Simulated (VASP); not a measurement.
# PtSe2 (P-3m1) in VASP: vibrations by finite differences with PBE+D3(BJ)

Aim: the vibrations by finite differences of PtSe2 with PBE+D3(BJ).

Everything below comes from runs of VASP 6.6.1. Logs are shortened: lines on timing, memory, paths and dates and some standing lists are left out, and cuts for length are marked.

## 1. The crystal as given

Symmetry: P-3m1, No. 164, trigonal system. The conventional cell has a = 3.724 Å, b = 3.724 Å, c = 5.062 Å, α = 90.00°, β = 90.00°, γ = 120.00°. Around Pt (site symmetry -3m) lie 6 Se at 2.49 Å. Se (site symmetry 3m) has 3 Pt at 2.49 Å as nearest neighbours.

## 2. Vibrations by finite differences, PBE+D3(BJ)

INCAR

```
SYSTEM = PtSe2
PREC = Accurate
ENCUT = 520
EDIFF = 1E-8
ISMEAR = 0
SIGMA = 0.02
LREAL = .False.
LASPH = .True.
NELM = 80
ALGO = Normal
ISIF = 2
LWAVE = .False.
LCHARG = .False.
GGA = PE
IVDW = 12
NBANDS = 18
IBRION = 6
NFREE = 2
POTIM = 0.015
NSW = 1
KPAR = 4
```

KPOINTS

```
Automatic mesh
0
Gamma
  9 9 6
  0 0 0
```

POSCAR

```
PtSe2
1.0
    3.7240000000      0.0000000000      0.0000000000
   -1.8620000000      3.2250786000      0.0000000000
    0.0000000000      0.0000000000      5.0620000000
Pt Se
1 2
Direct
    0.0000000000      0.0000000000      0.0000000000
    0.3333333300      0.6666666700      0.2500000000
    0.6666666700      0.3333333300      0.7500000000
```

Potentials or basis: VASP PAW PBE potentials, release 64 (Pt, Se).

Run with:

```
$ cat potpaw_PBE.64/Pt/POTCAR potpaw_PBE.64/Se/POTCAR > POTCAR
$ mpirun -np 4 vasp_std > vasp.out
```

OUTCAR:

```text
SYSTEM = PtSe2
   PREC = Accurate
   ENCUT = 520
   EDIFF = 1E-8
   ISMEAR = 0
   LREAL = .False.
   LASPH = .True.
   NELM = 80
   ISIF = 2
   GGA = PE
   IVDW = 12
   IBRION = 6
   NFREE = 2
   POTIM = 0.015
   NSW = 1
 IVDW          = 12

 ion  position               nearest neighbor table
   1  0.000  0.000  0.000-   2 2.49   3 2.49   2 2.49   3 2.49   3 2.49   2 2.49
   2  0.333  0.667  0.250-   1 2.49   1 2.49   1 2.49
   3  0.667  0.333  0.750-   1 2.49   1 2.49   1 2.49

  LATTYP: Found a hexagonal cell.
 ALAT       =     3.7240000000
 C/A-ratio  =     1.3592910849

  Lattice vectors:

 A1 = (   3.7240000000,   0.0000000000,   0.0000000000)
 A2 = (  -1.8620000000,   3.2250786000,   0.0000000000)
 A3 = (   0.0000000000,   0.0000000000,   5.0620000000)

Analysis of symmetry for initial positions (statically):
=====================================================================
 Subroutine PRICEL returns:
 Original cell was already a primitive cell.

 Routine SETGRP: Setting up the symmetry group for a
 hexagonal supercell.

 Subroutine GETGRP returns: Found 12 space group operations
 (whereof 12 operations were pure point group operations)
 out of a pool of 24 trial point group operations.

The static configuration has the point symmetry D_3d.

Analysis of symmetry for dynamics (positions and initial velocities):
=====================================================================
 Subroutine PRICEL returns:
 Original cell was already a primitive cell.

 Routine SETGRP: Setting up the symmetry group for a
 hexagonal supercell.

 Subroutine GETGRP returns: Found 12 space group operations
 (whereof 12 operations were pure point group operations)
 out of a pool of 24 trial point group operations.

The dynamic configuration has the point symmetry D_3d.

 Subroutine INISYM returns: Found 12 space group operations
 (whereof 12 operations are pure point group operations),
 and found     1 'primitive' translations

----------------------------------------------------------------------------------------

                                     Primitive cell

  volume of cell :      60.7956

  direct lattice vectors                    reciprocal lattice vectors
     3.724000000  0.000000000  0.000000000     0.268528464  0.155034981  0.000000000
    -1.862000000  3.225078600  0.000000000     0.000000000  0.310069962  0.000000000
     0.000000000  0.000000000  5.062000000     0.000000000  0.000000000  0.197550375

  length of vectors
     3.724000000  3.723999997  5.062000000     0.310069962  0.310069962  0.197550375

  position of ions in fractional coordinates (direct lattice)
     0.000000000  0.000000000  0.000000000
     0.333333330  0.666666670  0.250000000
     0.666666670  0.333333330  0.750000000

  ion indices of the primitive-cell ions
   primitive index   ion index
                 1           1
                 2           2
                 3           3

----------------------------------------------------------------------------------------

 KPOINTS: Automatic mesh

Automatic generation of k-mesh.
 Grid dimensions read from file:
 generate k-points for:    9    9    6

 Generating k-lattice:

  Cartesian coordinates                     Fractional coordinates (reciprocal lattice)
     0.029836496  0.017226109  0.000000000     0.111111111  0.000000000  0.000000000
     0.000000000  0.034452218  0.000000000     0.000000000  0.111111111  0.000000000
     0.000000000  0.000000000  0.032925063     0.000000000  0.000000000  0.166666667

  Length of vectors
     0.034452218  0.034452218  0.032925063

  Shift w.r.t. Gamma in fractional coordinates (k-lattice)
     0.000000000  0.000000000  0.000000000

 Subroutine IBZKPT returns following result:
 ===========================================

 Found     62 irreducible k-points:

 Following reciprocal coordinates:
            Coordinates               Weight
  0.000000  0.000000  0.000000      1.000000
  0.111111  0.000000  0.000000      6.000000
  0.222222  0.000000  0.000000      6.000000
  0.333333 -0.000000  0.000000      6.000000
  0.444444  0.000000  0.000000      6.000000
  0.111111  0.111111  0.000000      6.000000
[... 16 lines left out ...]
  0.222222  0.111111  0.166667     12.000000
 -0.111111  0.333333  0.166667     12.000000
 [... further k-points ...]
   k-points           NKPTS =     62   k-points in BZ     NKDIM =     62   number of bands    NBANDS=     18
   number of dos      NEDOS =    301   number of ions     NIONS =      3
   total plane-waves  NPLWV =  31360
   dimension x,y,z NGX =    28 NGY =   28 NGZ =   40
   dimension x,y,z NGXF=    56 NGYF=   56 NGZF=   80
   ions per type =               1   2
   NGX,Y,Z   is equivalent  to a cutoff of  12.50, 12.50, 13.14 a.u.
   NGXF,Y,Z  is equivalent  to a cutoff of  25.00, 25.00, 26.27 a.u.
 SYSTEM =  PtSe2
   PREC   = accura    normal or accurate (medium, high low for compatibility)
   ISTART =      0    job   : 0-new  1-cont  2-samecut
   ICHARG =      2    charge: 1-file 2-atom 10-const
   ISPIN  =      1    spin polarized calculation?
   LNONCOLLINEAR =      F non collinear calculations
   LSORBIT =      F    spin-orbit coupling
   LASPH  =      T    aspherical Exc in radial PAW
   ENCUT  =  520.0 eV  38.22 Ry    6.18 a.u.   6.92  6.92  9.41*2*pi/ulx,y,z
   NELM   =     80;   NELMIN=  2; NELMDL= -5     # of ELM steps
   EDIFF  = 0.1E-07   stopping-criterion for ELM
   LREAL  =      F    real-space projection
   EDIFFG = 0.1E-06   stopping-criterion for IOM
   NSW    =     73    number of steps for IOM
   IBRION =      6    ionic relax: 0-MD 1-quasi-New 2-CG
   NFREE  =      2    steps in history (QN), initial steepest desc. (CG)
   ISIF   =      2    stress and relaxation
   ISYM   =      2    0-nonsym 1-usesym 2-fastsym
   POTIM  = 0.0150    time-step for ionic-motion
   TEBEG  =    0.0;   TEEND  =   0.0 temperature during run
   PSTRESS=    0.0 pullay stress
   NELECT =      22.0000    total number of electrons
   NUPDOWN=      -1.0000    fix difference up-down
   EMIN   =  10.00;   EMAX   =-10.00  energy-range for DOS
   EFERMI =   0.00;   METHOD = LEGACY
   ISMEAR =     0;   SIGMA  =   0.02  broadening in eV -4-tet -1-fermi 0-gaus
   EFERMI_NEDOS =   21; number of points for ismear=-14 and -15
   IALGO  =     38    algorithm
   IMIX   =      4    mixing-type and parameters
     AMIX     =   0.40;   BMIX     =  1.00
     AMIX_MAG =   1.60;   BMIX_MAG =  1.00
  volume/ion in A,a.u.               =      20.27       136.76
  Fermi-wavevector in a.u.,A,eV,Ry     =   1.166608  2.204570 18.517184  1.360975
  Thomas-Fermi vector in A             =   2.303119
   LORBIT       =      0    0 simple, 1 ext, 2 COOP (PROOUT), +10 PAW based schemes
   GGA     = PE    functional components
   LHFCALC =     F    Hartree Fock is set to
   AEXX    =    0.0000 exact exchange contribution
   IVDW    =    12    specifies the selected vdW correction
   LEPSILON=     F    determine dielectric tensor
   LRPA    =     F    only Hartree local field effects (RPA)
 finite differences with symmetry
 non-spin polarized calculation
 Gauss-broadening in eV      SIGMA  =   0.02
  energy-cutoff  :      520.00
  volume of cell :       60.80
 maximum number of plane-waves:      1650
   NGX = 13   NGY = 13   NGZ = 19

--------------------------------------- Ionic step        1  -------------------------------------------

 number of electron      21.9999999 magnetization

 Free energy of the ion-electron system (eV)
  ---------------------------------------------------
  ext. energy  EPLUGINS =         0.00000000
  ---------------------------------------------------
  free energy    TOTEN  =       -14.18531625 eV

  energy without entropy =      -14.18515950  energy(sigma->0) =      -14.18523788

------------------------ aborting loop because EDIFF is reached ----------------------------------------

 Edisp (eV)   -1.43094

 E8    (eV) :    -0.6140
[... 319 lines left out ...]
--------------------------------------- Ionic step        9  -------------------------------------------

 number of electron      21.9999999 magnetization

 Free energy of the ion-electron system (eV)
  ---------------------------------------------------
  ext. energy  EPLUGINS =         0.00000000
  ---------------------------------------------------
  free energy    TOTEN  =       -14.17527939 eV

  energy without entropy =      -14.17507470  energy(sigma->0) =      -14.17517705

 E-fermi :   6.6205     XC(G=0): -10.6263

 val. band max:        6.5895588109   @ k =   0.3333   0.3333   0.0000
 cond. band min:       6.6242502115   @ k =   0.0000   0.3333   0.3333
 fundamental gap:      0.0346914006
 Fermi energy:         6.6204580877

 k-point     1 :       0.0000    0.0000    0.0000
  band No.  band energies     occupation
      1      -9.1982      2.00000
      2      -6.3568      2.00000
      3      -0.6611      2.00000
      4       0.0004      2.00000
      5       0.0004      2.00000
      6       2.4833      2.00000
[... 481 lines left out ...]
      5       0.8246      2.00000
      6       1.2359      2.00000
[... 10 lines left out ...]
     17      14.3644      0.00000
     18      16.1472      0.00000

 [... further k-points ...]

------------------------ aborting loop because EDIFF is reached ----------------------------------------

 Edisp (eV)   -1.43053

 E8    (eV) :    -0.6138
[... 26 lines left out ...]
  FREE ENERGIE OF THE ION-ELECTRON SYSTEM (eV)
  ---------------------------------------------------
  free  energy   TOTEN  =       -15.6058120706 eV

  energy  without entropy=      -15.6056073773  energy(sigma->0) =      -15.60570972

 INTERNAL STRAIN TENSORS FROM DISPLACED ATOMS
 ============================================

 INTERNAL STRAIN TENSOR FOR ION    1 for displacements in x,y,z  (eV/Angst):
          X           Y           Z          XY          YZ          ZX
  --------------------------------------------------------------------------------
  x     0.00000     0.00000     0.00000     0.00000     0.00000     0.00000
  y     0.00000     0.00000     0.00000     0.00000     0.00000     0.00000
  z     0.00000     0.00000     0.00000     0.00000     0.00000     0.00000

 INTERNAL STRAIN TENSOR FOR ION    3 for displacements in x,y,z  (eV/Angst):
          X           Y           Z          XY          YZ          ZX
  --------------------------------------------------------------------------------
  x     0.00000     0.00000     0.00000    -5.91104     0.00000    10.61242
  y    -5.91104     5.91104     0.00000     0.00000    10.61241     0.00000
  z    11.92937    11.92937    14.04669     0.00000     0.00000     0.00000

 Eigenvectors and eigenvalues of the dynamical matrix
 ----------------------------------------------------

   1 f  =    6.876543 THz    43.206595 2PiTHz  229.376791 cm-1    28.439085 meV
             X         Y         Z           dx          dy          dz
      0.000000  0.000000  0.000000     0.000000   -0.000000   -0.668825
     -0.000000  2.150052  1.265500     0.000000    0.000000    0.525677
      1.862000  1.075026  3.796500    -0.000000    0.000000    0.525677
[... 43 lines left out ...]
   9 f/i=    0.000500 THz     0.003140 2PiTHz    0.016669 cm-1     0.002067 meV
             X         Y         Z           dx          dy          dz
      0.000000  0.000000  0.000000    -0.599732    0.439184    0.000000
     -0.000000  2.150052  1.265500    -0.381609    0.279453    0.000000
      1.862000  1.075026  3.796500    -0.381609    0.279453    0.000000

 ELASTIC MODULI CONTR FROM IONIC RELAXATION (kBar)
 Direction    XX          YY          ZZ          XY          YZ          ZX
 --------------------------------------------------------------------------------
 XX        -781.9701   -394.2850   -692.5131      0.0000    348.0162     -0.0000
 YY        -394.2850   -781.9701   -692.5131      0.0000   -348.0162     -0.0000
 ZZ        -692.5131   -692.5131   -815.4257      0.0000     -0.0000     -0.0000
 XY           0.0000      0.0000      0.0000   -193.8426     -0.0000    348.0165
 YZ         348.0162   -348.0162     -0.0000     -0.0000   -624.8125      0.0000
 ZX          -0.0000     -0.0000     -0.0000    348.0165      0.0000   -624.8138
 --------------------------------------------------------------------------------
```

Wall time 3.5 min (4 MPI ranks of Intel Xeon Platinum 8259CL at 2.50GHz (Skylake/Cascade Lake), shared host); peak memory 0.53 GiB.

Results:

- Highest phonon frequency at Γ: 229 cm⁻¹
- Dispersion energy per atom: -0.477 eV

Phonon frequencies in cm⁻¹ (negative: imaginary):
| q point | frequencies |
| --- | --- |
| (0.000, 0.000, 0.000) | 0 0 0 181 181 210 225 225 229 |
